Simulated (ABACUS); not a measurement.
Crystal: MnS.

```
CELL_PARAMETERS angstrom
0.00000 2.47346 2.47346
2.47346 0.00000 2.47346
2.47346 2.47346 0.00000
ATOMIC_POSITIONS crystal
Mn 0.00000 0.00000 0.00000
S 0.75000 0.75000 0.75000
```

The cell is a database's computed one.

- Program: ABACUS 3.10.1
- Task: single point
- Functional: PBE
- Potentials or basis: PseudoDojo NC SR 0.4.1 PBE standard
- Cutoff: 1361 eV
- Density cutoff: 5442 eV
- Basis: DZP LCAO (the cutoffs set its grid)
- k mesh: 9 × 9 × 9
- Occupations: fermi-dirac, width 0.05 eV
- Spin: collinear spin, ferromagnetic start
- Starting moments: [4.0, 0.0] μB

On this cell: pressure 5.6 GPa; largest force zero by symmetry; net moment -0.29 μB per cell; site moments Mn -0.32; S +0.02 μB; band gap on the k mesh none (metal or under the smearing width).

The same run follows on a disturbed copy (atoms moved at random, drawn with an rms of 0.05 Å):

```xyz
2
Lattice="0.0000 2.4735 2.4735 2.4735 0.0000 2.4735 2.4735 2.4735 0.0000" Properties=species:S:1:pos:R:3 pbc="T T T"
Mn   -0.0059    0.0120   -0.0006
S     3.6968    3.6845    3.6093
```

Question: What does the disturbed cell give?

Answer: The energy (extrapolated to zero smearing) moves by +41.0 meV/atom; pressure 6.6 GPa; largest force 1.566 eV/Å; net moment 0.31 μB per cell; site moments Mn +0.34; S -0.03 μB; band gap on the k mesh none (metal or under the smearing width).

Forces in eV/Å, atoms in the order of the input:
```
Mn   0.101 -0.525 -1.472
S   -0.101  0.525  1.472
```

Stress tensor (GPa, compression positive):
```
 6.66 -8.81 -3.18
-8.81  6.66  0.07
-3.18  0.07  6.37
```

Caveats: the atomic orbitals were generated for these runs and aren't a published set; the moment fell far below its start of 4 μB, so a state of higher moment may lie lower in energy; the basis of atomic orbitals isn't converged, which shifts pressures, moduli and gaps; semilocal functionals often make such compounds metallic where correlation or magnetic order opens a gap, which also shifts bond lengths.
